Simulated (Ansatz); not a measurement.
Crystal: HfO2.

```
Hf O
1.0
     0.00000    2.55750    2.55750
     2.55750    0.00000    2.55750
     2.55750    2.55750    0.00000
Hf O
1 2
Direct
  0.00000 0.00000 0.00000
  0.75000 0.75000 0.75000
  0.25000 0.25000 0.25000
```

Measurements of this composition are mostly on another form, of space group No. 14.

Program: Ansatz 0.2.0. Alike in all runs: potentials or basis all-electron LAPW, scalar-relativistic; no spin polarisation; cell as given; cutoff (eV) 343; smearing fermi-dirac 0.05 eV; basis error allowed 0.002 eV/atom.

Q: Order these runs on this cell by their pressure, lowest first.
A. level PBEsol+U; U Hf d U = 2 eV; k mesh 9 × 9 × 9
B. level PBEsol+U; U Hf d U = 8 eV; k mesh 9 × 9 × 9
C. level PBEsol+U; U Hf d U = 6 eV; k mesh 9 × 9 × 9
D. level PBEsol; k mesh 7 × 7 × 7
E. level LDA; k mesh 9 × 9 × 9

A: E (-16.5 GPa), D (-10.2 GPa), A (-7.4 GPa), C (-1.0 GPa), B (2.6 GPa).

Caveats: U is the effective U less J, on atomic orbitals that reach past the spheres (some runs).

Not every run made on this cell is shown here.
